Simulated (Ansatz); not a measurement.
Runs of Ansatz 0.2.0 on MnO2. It takes space group P6_3/mmc (No. 194, hexagonal). Conventional cell: a = 2.855 Å, b = 2.855 Å, c = 10.222 Å, α = 90.00°, β = 90.00°, γ = 120.00°. Mn (site symmetry -3m) has 6 O at 1.90 Å as nearest neighbours. Around O (site symmetry 3m) lie 3 Mn at 1.90 Å. Measurements of this composition are mostly on another form, of space group No. 136.

```csv
task,level,cell,k mesh,cutoff (eV),points for each segment of the path,gap on the mesh (eV),pressure (GPa),moment (μB),relaxed volume (Å³/atom),largest force (eV/Å)
relaxation of cell and atoms,r2SCAN,relaxed,11 × 11 × 3,500,-,2.02,0.0,6.00,12.21,-
relaxation of cell and atoms,LDA,relaxed,11 × 11 × 3,420,-,0.30,0.0,6.00,(d),-
band structure,HSE06,as given,8 × 8 × 2,420,4,3.62,-,6.00,-,(a)
relaxation of cell and atoms,PBEsol,relaxed,11 × 11 × 3,420,-,0.82,0.0,6.00,12.97,-
band structure,r2SCAN,as given,11 × 11 × 3,500,14,2.02,-1.0,6.00,-,0.12
band structure,PBE0,as given,8 × 8 × 2,420,4,4.38,-,6.00,-,(b)
band structure,LDA,as given,11 × 11 × 3,420,14,0.51,-8.2,6.00,-,(c)
```

Alike in all rows: potentials or basis Ansatz PAW; spin collinear, ferromagnetic start; smearing fermi-dirac 0.05 eV.

Estimate the missing entries.

(a) 0.45; (b) 0.46; (c) 0.61; (d) 11.04.

Caveats: only a ferromagnetic start was run, and an antiferromagnetic order may lie lower in energy; the PAW data sets come from PBE, with cores solved anew for the run's functional, which leaves a small shift of forces and pressure; the magnetic or orbital state may not be the lowest (some runs); odd divisions of the mesh miss points on the zone boundary, where band edges often lie, so the gap on the mesh can be too wide (some runs); the plane-wave basis is chosen anew once the cell has moved, so the energies of steps on either side of that aren't comparable (some runs).

A k mesh can miss the band edges.

Not every run made on this cell is shown here.
